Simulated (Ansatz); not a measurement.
## PbSe (Clausthalite) under changes of volume

One of the cells (28.671 Å³/atom); the others are scaled copies at fixed shape and fractional positions:

```
CELL_PARAMETERS angstrom
0.00000 3.06065 3.06065
3.06065 0.00000 3.06065
3.06065 3.06065 0.00000
ATOMIC_POSITIONS crystal
Pb 0.00000 0.00000 0.00000
Se 0.50000 0.50000 0.50000
```

```yaml
Program: Ansatz 0.2.0
Functional: PBE
Potentials_or_basis: all-electron LAPW, scalar-relativistic
Cutoff: 204 eV (chosen from the basis error)
Basis_error_allowed: 0.0005 eV/atom
k_mesh: 8 × 8 × 8
Occupations: fermi-dirac, width 0.05 eV
Spin: no spin polarisation
```

```csv
volume (Å³/atom),energy over the lowest point (meV/atom),pressure (GPa),gap on the mesh (eV)
26.951,56.19,6.4,0.06
27.524,35.89,4.9,0.14
28.097,20.56,3.6,0.22
28.671,?,?,?
29.244,3.03,1.3,0.35
29.818,0.00,0.4,0.41
30.391,0.31,-0.5,0.46
```

Q: What does the run at 28.671 Å³/atom give?

A: Energy over the lowest point 9.75 meV/atom; pressure 2.4 GPa; gap on the mesh 0.29 eV.

Worked out: A Birch-Murnaghan fit of order 3 (a polynomial in V^(-2/3)) to the other rows has its minimum at 30.05 Å³/atom with B0 = V·E''(V) = 47 GPa and B' = 4.2. It gives 9.75 meV/atom at 28.671 Å³/atom, against the run's 9.75, and -dE/dV = 2.4 GPa, against 2.4.

Energies are extrapolated to zero smearing.

Caveats: spin-orbit coupling is left out, which as a rule narrows the gap of such compounds by several tenths of an eV.

A mesh can miss the band edges.
